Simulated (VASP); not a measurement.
Crystal: PtSe2 (Sudovikovite).

```
CELL_PARAMETERS angstrom
3.72400 0.00000 0.00000
-1.86200 3.22508 0.00000
0.00000 0.00000 5.06200
ATOMIC_POSITIONS crystal
Pt 0.02933 0.02626 0.01187
Se 0.65936 0.31874 0.73883
Se 0.33607 0.68820 0.23210
```

The cell isn't the ideal one: atoms moved at random, drawn with an rms of 0.15 Å.

- Program: VASP 6.6.1
- Task: relaxation of the atoms
- Functional: AM05
- Potentials or basis: VASP PAW PBE potentials, release 64 (Pt, Se)
- Cutoff: 520 eV
- k mesh: 8 × 8 × 5
- Occupations: fermi-dirac, width 0.05 eV
- Spin: no spin polarisation

At the start: pressure 4.7 GPa; volume 20.27 Å³/atom.

Question: Where does the relaxation end?

Answer: Over 33 steps the energy falls by 89.8 meV/atom; space group P-3m1 (No. 164, to 0.05 Å).

Step by step:
| step | energy change (eV) | largest force (eV/Å) | pressure (GPa) |
| --- | --- | --- | --- |
| 1 | 0.0000 | 2.6608 | 4.71 |
| 2 | -0.1038 | 1.9959 | 3.68 |
| 3 | -0.2183 | 0.9019 | 2.28 |
| 4 | -0.2519 | 0.4903 | 1.17 |
| 5 | -0.2532 | 0.4515 | 1.15 |
| 6 | -0.2555 | 0.4093 | 1.11 |
| 7 | -0.2584 | 0.3560 | 1.06 |
| 8 | -0.2613 | 0.2932 | 1.01 |
| 9 | -0.2639 | 0.2273 | 0.95 |
| 10 | -0.2657 | 0.1737 | 0.89 |
| 11 | -0.2668 | 0.1615 | 0.83 |
| 12 | -0.2673 | 0.1802 | 0.78 |
| 13 | -0.2676 | 0.2206 | 0.74 |
| 14 | -0.2676 | 0.2113 | 0.74 |
| 15 | -0.2678 | 0.2027 | 0.74 |
| 16 | -0.2680 | 0.1880 | 0.73 |
| 17 | -0.2682 | 0.1709 | 0.75 |
| 18 | -0.2684 | 0.1492 | 0.76 |
| 19 | -0.2687 | 0.1243 | 0.76 |
| 20 | -0.2689 | 0.0970 | 0.77 |
| 21 | -0.2691 | 0.0642 | 0.78 |
| 22 | -0.2692 | 0.0330 | 0.77 |
| 23 | -0.2693 | 0.0243 | 0.79 |
| 24 | -0.2693 | 0.0489 | 0.80 |
| 25 | -0.2693 | 0.0438 | 0.81 |
| 26 | -0.2693 | 0.0424 | 0.81 |
| 27 | -0.2693 | 0.0403 | 0.82 |
| 28 | -0.2693 | 0.0385 | 0.80 |
| 29 | -0.2693 | 0.0357 | 0.81 |
| 30 | -0.2693 | 0.0326 | 0.80 |
| 31 | -0.2693 | 0.0291 | 0.82 |
| 32 | -0.2693 | 0.0247 | 0.80 |
| 33 | -0.2693 | 0.0197 | 0.83 |

Final structure:
```yaml
crystal:
  lattice:
    - [3.72400, 0.00000, 0.00000]
    - [-1.86200, 3.22508, 0.00000]
    - [0.00000, 0.00000, 5.06200]
  atoms:
    - { symbol: Pt, position: [0.00813, 0.01116, 0.99413] }
    - { symbol: Se, position: [0.67472, 0.34388, 0.74085] }
    - { symbol: Se, position: [0.34191, 0.67816, 0.24782] }
```

Caveat: the PAW data sets were made with another functional, which shifts forces and pressure a little.
